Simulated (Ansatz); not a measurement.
# A series in volume scale on Ge

All results are calculated (Ansatz 0.2.0). Periodic Kohn-Sham DFT of a crystal at fixed atoms, scaled to volume_scale times the given cell; pressure positive in compression, energy less spherical unpolarised free atoms, largest_vzz the field gradient of largest size among the nuclei.

The cell before it is scaled or strained (space group Fd-3m, No. 227):
```
Ge
1.0
      0.0000     2.8288     2.8288
      2.8288     0.0000     2.8288
      2.8288     2.8288     0.0000
Ge
2
Direct
  0.50000 0.50000 0.50000
  0.75000 0.75000 0.75000
```

Settings of every row: method all-electron LAPW; functional PBE; relativity scalar; k mesh 10x10x10; filling fermi-dirac; smearing width 0.05 eV; basis error target 0.25 meV/atom; nucleus gaussian.

Atom start moment: 0 on all atoms.

Limits: small gap, it may come from the mesh.

```csv
row,volume scale,V (Å³/atom),energy less free atoms (eV/atom),pressure (GPa)
1,0.94,21.278,-4.4414,9.045
2,0.96,21.731,-4.464,7.031
3,0.98,22.184,-4.4813,5.234
4,0.99,22.41,?,?
5,1,22.636,-4.4938,3.648
6,1.01,22.863,-4.4985,2.922
7,1.02,23.089,-4.5021,2.227
8,1.04,23.542,-4.5065,0.939
9,1.06,23.995,-4.5075,-0.214
```

Question: what energy less free atoms and pressure should row 4 give?

Worked fit of energy less free atoms. Take u = (V_r/V)^(2/3) − 1 with V_r = 22.749 Å³ an atom, which is twice the finite (Eulerian) strain; such expansions in the strain, on which the Birch-Murnaghan equation of state is built, carry the rest volume and the bulk modulus. The shown rows have u = 0.04557, 0.03099, 0.01691, 0.00333, -0.00333, -0.00984, -0.02258, -0.03493. Least squares give energy less free atoms = −4.49627 + 0.6993 × u + 10.931 × u² + 3.2 × u³ eV/atom; a parabola predicts inner rows, each left out in turn, worse (root mean square 5.4e-05 against 2.2e-05 eV/atom). All shown rows lie on it to the printed digit. Its lowest point lies at u = -0.0324, or V = 23.9 Å³ an atom, and the curvature there gives the bulk modulus at fixed shape and fractions, B = (4/9)(1 + u)² E″(u)/V = 59.2 GPa. The withheld row has u = 0.01006, so the fit gives −4.49627 + 0.6993 × (0.01006) + 10.931 × (0.01006)² + 3.2 × (0.01006)³ = -4.4881 eV/atom.

The calculation gave -4.4881 eV/atom. The fit meets it to the printed digit.

Worked fit of pressure. Take u = (V_r/V)^(2/3) − 1 with V_r = 22.749 Å³ an atom, which is twice the finite (Eulerian) strain; such expansions in the strain, on which the Birch-Murnaghan equation of state is built, carry the rest volume and the bulk modulus. The shown rows have u = 0.04557, 0.03099, 0.01691, 0.00333, -0.00333, -0.00984, -0.02258, -0.03493. Least squares give pressure = 3.2795 + 110.234 × u + 320.08 × u² + 826 × u³ GPa; a parabola predicts inner rows, each left out in turn, worse (root mean square 0.015 against 0.0068 GPa). The rows lie off it by -0.001, 0.003, -0.005, -0.002, 0.006, 0.002, -0.005, 0.002 (root mean square 0.0037 GPa). The pressure vanishes at u = -0.0326, or V = 23.91 Å³ an atom, and there the bulk modulus at fixed shape and fractions is B = −V dP/dV = (2/3)(1 + u) dP/du = 59.3 GPa. The withheld row has u = 0.01006, so the fit gives 3.2795 + 110.234 × (0.01006) + 320.08 × (0.01006)² + 826 × (0.01006)³ = 4.422 GPa.

The calculation gave 4.415 GPa. The fit lies 0.007 GPa (0.076 % of the column's range) above it; its largest miss of a shown row is 0.006 GPa.
